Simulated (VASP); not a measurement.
As:

```xyz
1
Lattice="2.7037 0.0000 0.0000 0.0000 2.7037 0.0000 0.0000 0.0000 2.7037" Properties=species:S:1:pos:R:3 pbc="T T T"
As    1.3518    1.3518    1.3518
```

This isn't the form of As at room conditions, which is rhombohedral.

* Program: VASP 6.6.1
* Task: relaxation of cell and atoms
* Functional: PBEsol
* Dispersion: D3(BJ)
* Potentials or basis: VASP PAW PBE potentials, release 64 (As)
* Cutoff: 600 eV
* k mesh: 10 × 10 × 10
* Occupations: fermi-dirac, width 0.05 eV
* Spin: no spin polarisation

At the start: pressure -4.6 GPa; volume 19.76 Å³/atom.

**Question.** Where does the relaxation end?

**Answer.** Over 3 steps the energy falls by 14.7 meV/atom and the volume is 18.78 Å³/atom (-5.0 %); space group Pm-3m (No. 221, to 0.05 Å).

The path:
| step | energy change (eV) | largest force (eV/Å) | pressure (GPa) | volume (Å³) |
| --- | --- | --- | --- | --- |
| 1 | 0.0000 | 0.0000 | -4.57 | 19.76 |
| 2 | -0.0087 | 0.0000 | 3.44 | 18.20 |
| 3 | -0.0147 | 0.0000 | -0.01 | 18.78 |

Final structure:
```xyz
1
Lattice="2.6581 0.0000 0.0000 0.0000 2.6581 0.0000 0.0000 0.0000 2.6581" Properties=species:S:1:pos:R:3 pbc="T T T"
As    1.3290    1.3290    1.3290
```

Caveat: the PAW data sets were made with another functional, which shifts forces and pressure a little; pairwise dispersion overbinds metals, which lowers pressure and volume.
